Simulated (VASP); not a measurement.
Set up this calculation in VASP 6.6.1, as the native input.

| Quantity | Value |
| --- | --- |
| Task | relaxation of cell and atoms |
| Functional | LDA |
| Potentials or basis | VASP PAW LDA potentials, release 64 (Se) |
| Cutoff | 600 eV |
| k mesh | 9 × 9 × 6 |
| Occupations | gaussian, width 0.03 eV |
| Spin | no spin polarisation |
| Further INCAR settings | ALGO = Normal; EDIFF = 1e-06; IBRION = 2; EDIFFG = -0.01; NSW = 90; ISIF = 3 |

The structure of Se lies in POSCAR:

```
Se
1.0
    4.3662000000      0.0000000000      0.0000000000
   -2.1831000000      3.7812401180      0.0000000000
    0.0000000000      0.0000000000      4.9536000000
Se
3
Direct
    0.2254000000      0.0000000000      0.3333333333
    0.0000000000      0.2254000000      0.6666666667
    0.7746000000      0.7746000000      0.0000000000
```

One way to write it, as run:

INCAR

```
PREC = Accurate
ENCUT = 600
EDIFF = 1E-6
ISMEAR = 0
SIGMA = 0.03
LREAL = F
LASPH = T
NELM = 80
ALGO = Normal
ISIF = 3
LWAVE = F
LCHARG = F
GGA = CA
IBRION = 2
NSW = 90
EDIFFG = -0.01
```

KPOINTS

```
Automatic mesh
0
Gamma
  9 9 6
```

Potentials or basis: VASP PAW LDA potentials, release 64 (Se).

Run with:

```bash
$ cat potpaw_LDA.64/Se/POTCAR > POTCAR
$ mpirun -np 1 vasp_std > vasp.out
```

Results of the run:

| Item | Value |
| --- | --- |
| Relaxed volume | 23.04 Å³/atom |
| Relaxed cell | a = 3.947 Å, b = 3.947 Å, c = 5.123 Å, α = 90.00°, β = 90.00°, γ = 120.00° |
| Space group after relaxing (to 0.05 Å) | P3_121 (No. 152) |
| Energy gained by relaxing | 51.4 meV/atom |
| Ionic steps | 17 |
| Pressure after relaxing | 0.0 GPa |
| Band gap on the k mesh | 0.27 eV, direct |

Caveat: the volume moved by over 15 % at a fixed basis, so the end points are rough; an odd mesh through Γ misses points on the zone boundary, where band edges often lie; the volume moved by -15 % from the deposited cell, more than functionals usually miss.

Run time: 3 min on 1 thread of Intel(R) Xeon(R) 6975P-C (Granite Rapids) (shared host), peak memory 0.23 GiB.
